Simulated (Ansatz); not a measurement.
Relaxation path: Ir (bcc type)

DFT, PBE, PAW with Ansatz's default frozen-core files, scalar-relativistic (Ansatz 0.2.0); a Γ-centred 19×19×19 k mesh, Fermi–Dirac smearing of 0.05 eV, no spin polarisation. The run relaxes cell and atoms at a target pressure of 0 GPa.

Command: `ansatz run input.yaml --threads 1 --pin off --max-ram 3072MiB --backend cpu --events-out ev --progress --plain --runs-dir out` It took 10 s on 1 thread of Arm Neoverse V1 (shared host), peak memory 0.31 GiB.

```yaml
crystal:
  lattice:
    - [-1.536405571, 1.536405571, 1.536405571]
    - [1.536405571, -1.536405571, 1.536405571]
    - [1.536405571, 1.536405571, -1.536405571]
  atoms:
    - { symbol: Ir, position: [0.0, 0.0, 0.0] }
kpoints:
  mp_grid: { grid: [19, 19, 19] }
scf:
  occupations: { method: fermi_dirac, width: 0.05 }
hamiltonian:
  xc: pbe
  pseudopotentials: { kind: paw }
output:
  forces: true
  stress: true
relax:
  f_tol: 0.005
  max_steps: 40
  cell: {}
```

Each step lists its free energy a cell above the last geometry, the pressure, the cell vectors (Å), and Cartesian positions (Å) with forces (eV/Å).

The first step:

```
step 1  dF = 19.56 meV  P = 12.25 GPa
  cell -1.5364 1.5364 1.5364  1.5364 -1.5364 1.5364  1.5364 1.5364 -1.5364
  Ir 0.0000 0.0000 0.0000   0.0000 0.0000 0.0000
```

Spin–orbit coupling is left out, which matters for the heavy atoms.

**Question.** Where does the relaxation end, and by which steps?

**Answer.** After 4 geometries, with conventional a, b, c = 3.110, 3.110, 3.110 Å, at 15.045 Å³/atom (+3.71 % against the start) in space group Im-3m, with a shortest distance of 2.694 Å. The further steps:
```
step 2  dF = 51.04 meV  P = -16.05 GPa  (not accepted)
  cell -1.5872 1.5872 1.5872  1.5872 -1.5872 1.5872  1.5872 1.5872 -1.5872
  Ir 0.0000 0.0000 0.0000   0.0000 0.0000 0.0000
step 3  dF = 0.34 meV  P = -1.40 GPa
  cell -1.5576 1.5576 1.5576  1.5576 -1.5576 1.5576  1.5576 1.5576 -1.5576
  Ir 0.0000 0.0000 0.0000   0.0000 0.0000 0.0000
step 4  dF = 0.00 meV  P = 0.01 GPa
  cell -1.5552 1.5552 1.5552  1.5552 -1.5552 1.5552  1.5552 1.5552 -1.5552
  Ir 0.0000 0.0000 0.0000   0.0000 0.0000 0.0000
step 5  dF = -0.22 meV  P = -0.02 GPa  (same geometry on a basis chosen anew; earlier energies don't compare to the last digit)
  cell -1.5552 1.5552 1.5552  1.5552 -1.5552 1.5552  1.5552 1.5552 -1.5552
  Ir 0.0000 0.0000 0.0000   0.0000 0.0000 0.0000
```
